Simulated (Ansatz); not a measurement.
# As (hcp type): the cost of one run

Computed with Ansatz 0.2.0 (DFT PBE, with the methods named in each step, unless a step's input says otherwise).

## Step 1: The structure to begin with

The structure is hexagonal, space group P6_3/mmc (No. 194). Conventional cell: a = 3.003 Å, b = 3.003 Å, c = 4.865 Å, α = 90.00°, β = 90.00°, γ = 120.00°. Around As (site symmetry -6m2) lie 12 As at 2.99 to 3.00 Å.

Structure file:

```
CELL_PARAMETERS angstrom
3.00317 0.00000 0.00000
-1.50158 2.60082 0.00000
0.00000 0.00000 4.86513
ATOMIC_POSITIONS crystal
As 0.33333 0.66667 0.25000
As 0.66667 0.33333 0.75000
```

Whether this phase is the stable one at these pressures isn't tested.

Atoms are numbered in the order of the input: As1, As2.

## Step 2: Cell relaxed at zero pressure, PAW

The input, input.yaml:

```yaml
crystal:
  lattice:
    - [3.00316585, 0.0, 0.0]
    - [-1.501582925, 2.6008179178, 0.0]
    - [0.0, 0.0, 4.8651286769]
  atoms:
    - { symbol: As, position: [0.3333333333, 0.6666666667, 0.25] }
    - { symbol: As, position: [0.6666666667, 0.3333333333, 0.75] }
kpoints:
  mp_grid: { grid: [16, 16, 9] }
scf:
  occupations: { method: fermi_dirac, width: 0.1 }
hamiltonian:
  xc: pbe
  pseudopotentials: { kind: paw }
output:
  forces: true
  stress: true
relax:
  f_tol: 0.005
  max_steps: 40
  cell: {}
```

Started as:

```sh
ansatz run input.yaml --threads 1 --pin off --max-ram 2048MiB --backend cpu --events-out ev --progress --plain --runs-dir out
```

What time and memory should one allow on 1 thread of Intel Xeon Platinum 8259CL at 2.50GHz (Skylake/Cascade Lake), shared host?

About 40 s, with a peak of 0.45 GiB.
